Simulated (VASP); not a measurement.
# SiO2 (Cristobalite) (P4_12_12) in VASP: notebook, part 2 of 3

VASP 6.6.1.

**4. Single point, LDA**

File INCAR:

```
SYSTEM = SiO2
PREC = Accurate ; ENCUT = 460
EDIFF = 1E-7 ; ISMEAR = -5
SIGMA = 0.05 ; LREAL = .FALSE.
LASPH = .TRUE. ; NELM = 100
ALGO = Normal ; ISIF = 2
LWAVE = .FALSE. ; LCHARG = .FALSE.
GGA = CA ; ADDGRID = .FALSE.
```

File KPOINTS:

```
Automatic mesh
0
G
  6 6 4
  0 0 0
```

File POSCAR:

```
SiO2
1.0
    4.9820000000      0.0000000000      0.0000000000
    0.0000000000      4.9820000000      0.0000000000
    0.0000000000      0.0000000000      6.9630000000
Si O
4 8
Direct
    0.7989700000      0.2010300000      0.7500000000
    0.7010300000      0.7010300000      0.5000000000
    0.2010300000      0.7989700000      0.2500000000
    0.2989700000      0.2989700000      0.0000000000
    0.1034700000      0.2398900000      0.8218700000
    0.2601100000      0.6034700000      0.0718700000
    0.8965300000      0.7601100000      0.3218700000
    0.7398900000      0.3965300000      0.5718700000
    0.6034700000      0.2601100000      0.9281300000
    0.7601100000      0.8965300000      0.6781300000
    0.3965300000      0.7398900000      0.4281300000
    0.2398900000      0.1034700000      0.1781300000
```

Potentials or basis: VASP PAW LDA potentials, release 64 (Si, O).

The run is started by

```sh
cat potpaw_LDA.64/Si/POTCAR potpaw_LDA.64/O/POTCAR > POTCAR
mpirun -np 1 vasp_std > vasp.out
```

OUTCAR:

```text
SYSTEM = SiO2
   PREC = Accurate
   ENCUT = 460
   EDIFF = 1E-7
   ISMEAR = -5
   LREAL = .FALSE.
   LASPH = .TRUE.
   NELM = 100
   ISIF = 2
   GGA = CA

 Found     30 irreducible k-points:

 Following reciprocal coordinates:
            Coordinates               Weight
  0.000000  0.000000  0.000000      1.000000
  0.166667  0.000000  0.000000      4.000000
  0.333333  0.000000  0.000000      4.000000
  0.500000  0.000000  0.000000      2.000000
  0.166667  0.166667  0.000000      4.000000
[... 338 lines left out ...]
  external PRESSURE =       0.5512659 kB  Pullay stress =       0.0000000 kB

 VOLUME and BASIS-vectors are now :
 -----------------------------------------------------------------------------
  energy-cutoff  :      460.00
  volume of cell :      172.82
      direct lattice vectors                 reciprocal lattice vectors
     4.982000000  0.000000000  0.000000000     0.200722601  0.000000000  0.000000000
     0.000000000  4.982000000  0.000000000     0.000000000  0.200722601  0.000000000
     0.000000000  0.000000000  6.963000000     0.000000000  0.000000000  0.143616257

 POSITION                                       TOTAL-FORCE (eV/Angst)
 -----------------------------------------------------------------------------------
      3.98047      1.00153      5.22225         0.128576     -0.128576     -0.000000
      3.49253      3.49253      3.48150        -0.128576     -0.128576      0.000000
      1.00153      3.98047      1.74075        -0.128576      0.128576     -0.000000
      1.48947      1.48947      0.00000         0.128576      0.128576      0.000000
      0.51549      1.19513      5.72268        -0.087159     -0.044288     -0.115514
      1.29587      3.00649      0.50043         0.044288     -0.087159     -0.115514
      4.46651      3.78687      2.24118         0.087159      0.044288     -0.115514
      3.68613      1.97551      3.98193        -0.044288      0.087159     -0.115514
      3.00649      1.29587      6.46257        -0.087159      0.044288      0.115514
      3.78687      4.46651      4.72182         0.044288      0.087159      0.115514
      1.97551      3.68613      2.98107         0.087159     -0.044288      0.115514
      1.19513      0.51549      1.24032        -0.044288     -0.087159      0.115514
 -----------------------------------------------------------------------------------
    total drift:                               -0.000000      0.000000     -0.000000

  FREE ENERGIE OF THE ION-ELECTRON SYSTEM (eV)
  ---------------------------------------------------
  free  energy   TOTEN  =      -103.7776955617 eV

  energy  without entropy=     -103.7776955617  energy(sigma->0) =     -103.77769556
```

OSZICAR:

```text
N       E                     dE             d eps       ncg     rms          rms(c)
DAV:   1     0.406656465131E+03    0.40666E+03   -0.31427E+04  2348   0.136E+03
DAV:   2    -0.854103688232E+02   -0.49207E+03   -0.48071E+03  3012   0.331E+02
DAV:   3    -0.116971921094E+03   -0.31562E+02   -0.31454E+02  2760   0.940E+01
DAV:   4    -0.117444125352E+03   -0.47220E+00   -0.47132E+00  2800   0.124E+01
DAV:   5    -0.117454612536E+03   -0.10487E-01   -0.10484E-01  2697   0.178E+00    0.303E+01
DAV:   6    -0.104139500196E+03    0.13315E+02   -0.59449E+01  2718   0.366E+01    0.147E+01
DAV:   7    -0.103914065423E+03    0.22543E+00   -0.15724E+00  2947   0.567E+00    0.532E+00
DAV:   8    -0.103793914502E+03    0.12015E+00   -0.83631E-02  2739   0.188E+00    0.192E+00
DAV:   9    -0.103776567646E+03    0.17347E-01   -0.28185E-02  2760   0.109E+00    0.327E-01
DAV:  10    -0.103777789456E+03   -0.12218E-02   -0.41161E-03  2725   0.332E-01    0.117E-01
DAV:  11    -0.103777689232E+03    0.10022E-03   -0.13388E-03  2760   0.197E-01    0.209E-02
DAV:  12    -0.103777693420E+03   -0.41882E-05   -0.30771E-05  2718   0.305E-02    0.106E-02
DAV:  13    -0.103777695311E+03   -0.18902E-05   -0.85777E-06  2760   0.140E-02    0.531E-03
DAV:  14    -0.103777695542E+03   -0.23148E-06   -0.30667E-07  2250   0.319E-03    0.111E-03
DAV:  15    -0.103777695562E+03   -0.19685E-07   -0.36473E-08  1800   0.925E-04
   1 F= -.10377770E+03 E0= -.10377770E+03  d E =0.000000E+00
```

stdout:

```text
POSCAR found type information on POSCAR SiO
 POSCAR found :  2 types and      12 ions
 scaLAPACK will be used
 LDA part: xc-table for (Slater(with rela. corr.)+CA(PZ))
 , standard interpolation
 POSCAR, INCAR and KPOINTS ok, starting setup
 FFT: planning ... GRIDC
 FFT: planning ... GRID_SOFT
 FFT: planning ... GRID
 WAVECAR not read
 entering main loop
```

Wall time 2.9 min (1 thread of Intel Xeon Platinum 8375C at 2.90GHz (Ice Lake), shared host); peak memory 0.25 GiB.

The run converged, but some of its settings lie outside the range that counts as converged, so its numbers aren't taken as properties of the crystal.

Results:

```
Free energy            : -103.7777 eV
Pressure               : 0.1 GPa
Largest force          : 0.182 eV/Å
Band gap on the k mesh : 5.52 eV, direct
```

Caveat: the cutoff is under 1.25 times the usual one of these potentials, so pressure, stress and relaxed cells hold a basis-set (Pulay) error.

**5. Single point, LDA**

File INCAR:

```
SYSTEM = SiO2
PREC = Normal ; ENCUT = 520
EDIFF = 1E-7 ; ISMEAR = 0
SIGMA = 0.05 ; LREAL = .FALSE.
LASPH = .TRUE. ; NELM = 100
ALGO = Normal ; ISIF = 2
LWAVE = .FALSE. ; LCHARG = .FALSE.
GGA = CA ; ADDGRID = .FALSE.
```

KPOINTS is that of step 4.

POSCAR is that of step 4.

Potentials or basis: VASP PAW LDA potentials, release 64 (Si, O).

The run is started by

```sh
cat potpaw_LDA.64/Si/POTCAR potpaw_LDA.64/O/POTCAR > POTCAR
mpirun -np 1 vasp_std > vasp.out
```

OUTCAR:

```text
SYSTEM = SiO2
   PREC = Normal
   ENCUT = 520
   EDIFF = 1E-7
   ISMEAR = 0
   LREAL = .FALSE.
   LASPH = .TRUE.
   NELM = 100
   ISIF = 2
   GGA = CA

 Found     30 irreducible k-points:

 Following reciprocal coordinates:
            Coordinates               Weight
  0.000000  0.000000  0.000000      1.000000
  0.166667  0.000000  0.000000      4.000000
  0.333333  0.000000  0.000000      4.000000
  0.500000  0.000000  0.000000      2.000000
  0.166667  0.166667  0.000000      4.000000
  0.333333  0.166667  0.000000      8.000000
   k-points           NKPTS =     30   k-points in BZ     NKDIM =     30   number of bands    NBANDS=     39
   number of dos      NEDOS =    301   number of ions     NIONS =     12
   total plane-waves  NPLWV =  31360
   dimension x,y,z NGX =    28 NGY =   28 NGZ =   40
   dimension x,y,z NGXF=    56 NGYF=   56 NGZF=   80
   ions per type =               4   8
   NGX,Y,Z   is equivalent  to a cutoff of   9.34,  9.34,  9.55 a.u.
   NGXF,Y,Z  is equivalent  to a cutoff of  18.69, 18.69, 19.10 a.u.
 SYSTEM =  SiO2
   PREC   = normal    normal or accurate (medium, high low for compatibility)
   ISTART =      0    job   : 0-new  1-cont  2-samecut
   ICHARG =      2    charge: 1-file 2-atom 10-const
   ISPIN  =      1    spin polarized calculation?
   LNONCOLLINEAR =      F non collinear calculations
   LSORBIT =      F    spin-orbit coupling
   LASPH  =      T    aspherical Exc in radial PAW
   ENCUT  =  520.0 eV  38.22 Ry    6.18 a.u.   9.26  9.26 12.95*2*pi/ulx,y,z
   NELM   =    100;   NELMIN=  2; NELMDL= -5     # of ELM steps
   EDIFF  = 0.1E-06   stopping-criterion for ELM
   LREAL  =      F    real-space projection
   EDIFFG = 0.1E-05   stopping-criterion for IOM
   NSW    =      0    number of steps for IOM
   IBRION =     -1    ionic relax: 0-MD 1-quasi-New 2-CG
   NFREE  =      0    steps in history (QN), initial steepest desc. (CG)
   ISIF   =      2    stress and relaxation
   ISYM   =      2    0-nonsym 1-usesym 2-fastsym
   POTIM  = 0.5000    time-step for ionic-motion
   TEBEG  =    0.0;   TEEND  =   0.0 temperature during run
   PSTRESS=    0.0 pullay stress
   NELECT =      64.0000    total number of electrons
   NUPDOWN=      -1.0000    fix difference up-down
[... 20 lines left out ...]
  energy-cutoff  :      520.00
  volume of cell :      172.82
 maximum number of plane-waves:      4690
   NGX = 19   NGY = 19   NGZ = 25

 number of electron      63.9999937 magnetization

 Free energy of the ion-electron system (eV)
  ---------------------------------------------------
  ext. energy  EPLUGINS =         0.00000000
  ---------------------------------------------------
  free energy    TOTEN  =      -103.74632055 eV

  energy without entropy =     -103.74632055  energy(sigma->0) =     -103.74632055

 E-fermi :   0.1358     XC(G=0):  -8.9508

 val. band max:       -0.1635880101   @ k =   0.0000   0.0000   0.0000
 cond. band min:       5.3538790946   @ k =   0.0000   0.0000   0.0000
 fundamental gap:      5.5174671047
 Fermi energy:         0.1357986571

 k-point     1 :       0.0000    0.0000    0.0000
  band No.  band energies     occupation
      1     -19.4264      2.00000
      2     -18.4945      2.00000
      3     -18.4945      2.00000
      4     -17.2700      2.00000
      5     -17.2179      2.00000
      6     -17.2151      2.00000
[... 241 lines left out ...]
     38       9.2707      0.00000
     39       9.6194      0.00000

 [... further k-points ...]

------------------------ aborting loop because EDIFF is reached ----------------------------------------

  FORCE on cell =-STRESS in cart. coord.  units (eV):
  Direction    XX          YY          ZZ          XY          YZ          ZX
  --------------------------------------------------------------------------------------
  -------------------------------------------------------------------------------------
  Total        0.4545428      0.4545428      0.9815656      0.0000000      0.0000000      0.0000000
  in kB        4.2138736      4.2138736      9.0996787      0.0000000      0.0000000      0.0000000
  external PRESSURE =       5.8424753 kB  Pullay stress =       0.0000000 kB

 VOLUME and BASIS-vectors are now :
 -----------------------------------------------------------------------------
  energy-cutoff  :      520.00
  volume of cell :      172.82
      direct lattice vectors                 reciprocal lattice vectors
     4.982000000  0.000000000  0.000000000     0.200722601  0.000000000  0.000000000
     0.000000000  4.982000000  0.000000000     0.000000000  0.200722601  0.000000000
     0.000000000  0.000000000  6.963000000     0.000000000  0.000000000  0.143616257

 POSITION                                       TOTAL-FORCE (eV/Angst)
 -----------------------------------------------------------------------------------
      3.98047      1.00153      5.22225         0.128642     -0.128642     -0.000000
      3.49253      3.49253      3.48150        -0.128642     -0.128642     -0.000000
      1.00153      3.98047      1.74075        -0.128642      0.128642     -0.000000
      1.48947      1.48947      0.00000         0.128642      0.128642     -0.000000
      0.51549      1.19513      5.72268        -0.085852     -0.044386     -0.113524
      1.29587      3.00649      0.50043         0.044386     -0.085852     -0.113524
      4.46651      3.78687      2.24118         0.085852      0.044386     -0.113524
      3.68613      1.97551      3.98193        -0.044386      0.085852     -0.113524
      3.00649      1.29587      6.46257        -0.085852      0.044386      0.113524
      3.78687      4.46651      4.72182         0.044386      0.085852      0.113524
      1.97551      3.68613      2.98107         0.085852     -0.044386      0.113524
      1.19513      0.51549      1.24032        -0.044386     -0.085852      0.113524
 -----------------------------------------------------------------------------------
    total drift:                                0.000001     -0.000001     -0.000000

  FREE ENERGIE OF THE ION-ELECTRON SYSTEM (eV)
  ---------------------------------------------------
  free  energy   TOTEN  =      -103.7463205478 eV

  energy  without entropy=     -103.7463205478  energy(sigma->0) =     -103.74632055
```

stdout:

```text
POSCAR found type information on POSCAR SiO
 POSCAR found :  2 types and      12 ions
 scaLAPACK will be used
 LDA part: xc-table for (Slater(with rela. corr.)+CA(PZ))
 , standard interpolation
 POSCAR, INCAR and KPOINTS ok, starting setup
 FFT: planning ... GRIDC
 FFT: planning ... GRID_SOFT
 FFT: planning ... GRID
 WAVECAR not read
 entering main loop
```

Run time: 2.2 min. Hardware: 1 thread of Intel Xeon Platinum 8375C at 2.90GHz (Ice Lake), shared host; peak memory 0.24 GiB.

These settings aren't checked as converged: the numbers below hold their error.

Results:

```
Free energy            : -103.7463 eV
Pressure               : 0.6 GPa
Largest force          : 0.182 eV/Å
Band gap on the k mesh : 5.52 eV, direct
```

(Part 2 of 3 ends here.)
